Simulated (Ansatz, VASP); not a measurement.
# Cu in VASP and in Ansatz

INCAR

```
PREC = Accurate
ENCUT = 520
EDIFF = 1E-6
ISMEAR = 0
SIGMA = 0.15
LREAL = False
LASPH = True
NELM = 80
ALGO = Normal
ISIF = 2
LWAVE = False
LCHARG = True
GGA = PS
LELF = True
LVHAR = True
NBANDS = 12
```

File KPOINTS:

```
Automatic mesh
0
Gamma
  22 22 22
```

File POSCAR:

```
Cu
1.0
    0.0000000000      1.7352000000      1.7352000000
    1.7352000000      0.0000000000      1.7352000000
    1.7352000000      1.7352000000      0.0000000000
Cu
1
Direct
    0.0000000000      0.0000000000      0.0000000000
```

Input for Ansatz:

```yaml
crystal:
  lattice:
    - [0.0, 1.7352, 1.7352]
    - [1.7352, 0.0, 1.7352]
    - [1.7352, 1.7352, 0.0]
  atoms:
    - { symbol: Cu, position: [0.0, 0.0, 0.0] }
basis:
  ecutwfc: 420
kpoints:
  mp_grid: { grid: [22, 22, 22] }
hamiltonian:
  xc: pbesol
scf:
  occupations: { method: gaussian, width: 0.15 }
output:
  forces: true
  stress: true
  eigenvalues: true
```

Change from the starting cell: strain -0.040 along x and y, -0.040 along z, atoms carried along.

Alike in both runs: task single point; functional PBEsol; k mesh 22 × 22 × 22; occupations gaussian, width 0.15 eV; no spin polarisation.

|  | VASP | Ansatz |
| --- | --- | --- |
| version | VASP 6.6.1 | Ansatz 0.2.0 |
| potentials or method | VASP PAW PBE potentials, release 64 (Cu) | scalar-relativistic, plane waves, PAW |
| plane-wave cutoff (eV) | 520 | 420 |
| valence electrons in the cell | 11 | 19 |

```csv
,VASP,Ansatz,Ansatz less VASP
gap on the k mesh at the Fermi level (eV),none,none,-
pressure (GPa),17.1,16.4,-0.72
```

A gap of «none» marks a metal or a gap that the smearing closes. The two sets of potentials don't hold the same shells in valence.

Caveats: so large a pressure means that the cell lies far from this level's equilibrium, or that cutoff or potentials fall short (VASP); the potentials were made for another functional, which shifts forces and pressure (VASP).
